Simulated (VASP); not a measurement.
The system is Ti2Se3.

```
CELL_PARAMETERS angstrom
4.46324 0.00000 0.00000
-2.23162 3.86528 0.00000
0.00000 0.00000 7.71406
ATOMIC_POSITIONS crystal
Ti 0.66667 0.33333 0.69693
Ti 0.66667 0.33333 0.30307
Se 0.66667 0.33333 0.00000
Se 0.00000 0.00000 0.69146
Se 0.00000 0.00000 0.30854
```

The cell was built by a generator and needn't be a form met in nature.

```yaml
Program: VASP 6.6.1
Task: relaxation of cell and atoms
Functional: PBE
Potentials_or_basis: VASP PAW PBE potentials, release 64 (Ti_sv, Se)
Cutoff: 520 eV
k_mesh: 4 × 4 × 2
Occupations: gaussian, width 0.15 eV
Spin: no spin polarisation
```

At the start: pressure -1.2 GPa; volume 26.62 Å³/atom.

Q: How do energy, volume and symmetry change on relaxing?

A: Over 24 steps the energy falls by 356.9 meV/atom and the volume is 30.21 Å³/atom (+13.5 %); space group P-6m2 (No. 187, to 0.05 Å).

Step by step:
```
step  energy change (eV)  largest force (eV/Å)  pressure (GPa)  volume (Å³)
   1              0.0000                0.1964           -1.24       133.08
   2             -0.2277                1.0858            0.22       128.87
   3             -0.2283                1.0084            0.31       129.00
   4             -0.3316                1.0442            1.02       129.07
   5             -0.6126                0.7963            3.52       129.08
   6             -0.7005                1.0351           10.16       128.29
   7             -0.7531                0.7884            8.08       128.64
   8             -0.7728                0.7929            8.03       129.02
   9             -0.8297                0.8272            7.70       130.17
  10             -0.9365                0.8746            7.31       132.46
  11             -1.1209                0.8999            6.31       136.98
  12             -1.2790                2.1374            4.64       145.84
  13             -1.5301                1.5467            1.90       151.98
  14             -1.5929                1.1529           -2.33       163.60
  15             -1.6316                1.2275           -1.02       159.29
  16             -1.6317                1.2600           -1.12       159.85
  17             -1.6992                0.7490           -1.04       158.27
  18             -1.7549                0.1011           -0.55       155.69
  19             -1.7584                0.1916           -0.36       154.93
  20             -1.7616                0.1907           -0.31       154.49
  21             -1.7692                0.2030           -0.03       153.18
  22             -1.7764                0.2180            0.47       150.58
  23             -1.7811                0.1718            0.34       150.75
  24             -1.7844                0.0739           -0.08       151.06
```

Final structure:
```
CELL_PARAMETERS angstrom
3.87708 0.00000 0.00000
-1.93854 3.35765 0.00000
0.00000 0.00000 11.60435
ATOMIC_POSITIONS crystal
Ti 0.66667 0.33333 0.79710
Ti 0.66667 0.33333 0.20290
Se 0.66667 0.33333 0.00000
Se 0.00000 0.00000 0.70362
Se 0.00000 0.00000 0.29638
```

Caveat: the k mesh is coarse (spacing up to 0.41 Å⁻¹), so the values aren't converged; this functional lacks dispersion, which binds the layers, so the pressure and a relaxed spacing across them are unreliable; the relaxation stopped at a loose force limit of 0.08 eV/Å, so its end isn't a converged minimum.
